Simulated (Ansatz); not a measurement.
# InSe: the cost of one run

Computed with Ansatz 0.2.0 (DFT PBEsol, scalar-relativistic, plane waves, PAW, unless a step's input says otherwise).

A COD entry behind a cell of this session may itself be a prediction, so a difference from it is no test against experiment.

2 further runs of the same task are left out: 2 that didn't finish.

### Step 1. The system as given

Symmetry: R3m, No. 160, trigonal system. Conventional cell: a = 4.000 Å, b = 4.000 Å, c = 24.950 Å, α = 90.00°, β = 90.00°, γ = 120.00°. Around In (site symmetry 3m) lie 3 Se at 2.64 Å and 1 In at 2.80 Å. Se (site symmetry 3m) is surrounded by 3 In at 2.64 Å.

Coordinates:

```
CELL_PARAMETERS angstrom
2.00000 1.15470 8.31667
-2.00000 1.15470 8.31667
0.00000 -2.30940 8.31667
ATOMIC_POSITIONS crystal
In 0.00000 0.00000 0.00000
In 0.11220 0.11220 0.11220
Se 0.61550 0.61550 0.61550
Se 0.83000 0.83000 0.83000
```

The structure comes from the Crystallography Open Database.

### Step 2. A change within the space group

Against the listed cell: strain xx, yy, zz, yz, xz, xy = +2.4, +2.4, -3.6, +0.0, +0.0, +0.0 %; atoms moved by 0.06 Å root mean square, at most 0.10 Å.

The input, input.yaml:

```yaml
crystal:
  lattice:
    - [2.0472596421, 1.1819859054, 8.0141927121]
    - [-2.0472596421, 1.1819859054, 8.0141927121]
    - [0.0, -2.3639718109, 8.0141927121]
  atoms:
    - { symbol: In, position: [0.0023730388, 0.0023730388, 0.0023730388] }
    - { symbol: In, position: [0.1083682471, 0.1083682471, 0.1083682471] }
    - { symbol: Se, position: [0.6152926469, 0.6152926469, 0.6152926469] }
    - { symbol: Se, position: [0.8316660672, 0.8316660672, 0.8316660672] }
basis:
  ecutwfc: 420
kpoints:
  mp_grid: { grid: [12, 12, 12] }
hamiltonian:
  xc: pbesol
scf:
  occupations: { method: gaussian, width: 0.05 }
output:
  forces: true
  stress: true
  eigenvalues: true
  populations: true
```

**Question.** How long does this run take on 1 thread of an Arm CPU, shared host, and how much memory does it need?

About 94 s, with a peak of 0.74 GiB.
